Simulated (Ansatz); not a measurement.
Take a crystal in which Al has been replaced by Ga on all its sites, with the cell rescaled by a rough guess (in some cases also distorted within its space group) and nothing relaxed:

```
Ga N
1.0
     0.00000    2.03428    2.03428
     2.03428    0.00000    2.03428
     2.03428    2.03428    0.00000
Ga N
1 1
Direct
  0.50000 0.50000 0.50000
  0.00000 0.00000 0.00000
```

These are results of DFT PBE, scalar-relativistic, plane waves, PAW (Ansatz 0.2.0), not measurements.

Cutoff 420 eV; k points 12×12×12 on the computed 2-atom cell (Γ-centred); Gaussian smearing, width 0.02 eV; no spin polarisation.

(1) Will this cell want to expand or contract, and how hard?

(2) Is it a metal on this mesh?

(3) What is its energy against the elements in their standard states?

Results:

(1) The pressure is 41.9 GPa (positive in compression), so the cell would expand.

(2) No: the gap is 1.37 eV, the least direct gap 4.27 eV.

(3) +0.184 eV/atom at this unrelaxed geometry, with the elements in the same functional.

This rock-salt form isn't the usual stable structure of the compound.